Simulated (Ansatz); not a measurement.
# PtSe₂: an elastic constant from a strain scan

Method: DFT PBE, scalar-relativistic, plane waves, PAW in Ansatz 0.2.0. Settings: plane waves to 420 eV, k-mesh 12×12×4 (Γ-centred), Gaussian smearing 0.05 eV. Spin–orbit coupling is left out, which can shift energies with elements as heavy as these. No spin polarisation. Energies are free energies at this smearing, counted from the undisturbed cell; pressure is positive in compression.

Reference structure (relaxed at this level):

```yaml
crystal:
  lattice:
    - [3.75166, 0.00000, 0.00000]
    - [-1.87583, 3.24903, 0.00000]
    - [0.00000, 0.00000, 6.52688]
  atoms:
    - { symbol: Pt, position: [0.00000, 0.00000, 0.00000] }
    - { symbol: Se, position: [0.33333, 0.66667, 0.20019] }
    - { symbol: Se, position: [0.66667, 0.33333, 0.79981] }
```

The cell holds layers and no dispersion correction was added, so their binding is poorly described.

The cell is strained by ε times the Voigt pattern (0, 0, 1, 0, 0, 0) (xx, yy, zz, yz, xz, xy; engineering shear) with fractional coordinates fixed. The cell holds 3 atoms in V0 = 79.56 Å³. The stress column is τ = (1/V0) dE/dε, got from the stress tensor σ (compression positive) at each point as −det(1 + εP) σ : P(1 + εP)⁻¹, with P the pattern as a tensor.

| ε | ΔE (meV/atom) | τ (GPa) |
| --- | --- | --- |
| -0.0600 | 24.144 | -4.960 |
| -0.0450 | 13.441 | -3.667 |
| -0.0300 | 5.907 | -2.407 |
| -0.0150 | 1.457 | -1.184 |
| 0.0000 | 0.000 | 0.002 |
| 0.0150 | 1.439 | 1.150 |
| 0.0300 | 5.678 | 2.258 |
| 0.0450 | 12.617 | 3.324 |
| 0.0525 | 17.065 | 3.842 |
| 0.0600 | ? | ? |

Which combination of elastic constants does this scan measure, and how large is it?

For small ε, τ = τ0 + Kε with K = pᵀCp, which for this pattern is C33 in the Cartesian frame shown. The parabola through τ at ε = -0.0150, 0 and 0.0150 has slope K = 78 GPa at zero. The energies per cell, E = NΔE, of the same two points give K = 2[E(ε₊)/ε₊ − E(ε₋)/ε₋]/[(ε₊ − ε₋)V0] = 78 GPa, in agreement. These are clamped-ion values.

Predict the withheld row at ε = 0.0600 from the harmonic law, and compare.

ΔE = V0(τ0 ε + Kε²/2)/N = 23.204 meV/atom and τ = 4.67 GPa. The calculation gives 22.148 meV/atom and 4.35 GPa, a miss of 4.5 % of the harmonic energy, so the harmonic law still holds here.

Forces appear on the atoms along this scan, and letting them relax would lower the energy and soften the response.

Cost: 10 runs of about 1.3 core-minutes in all, on Intel Xeon Platinum 8259CL (Skylake/Cascade Lake) (shared hosts).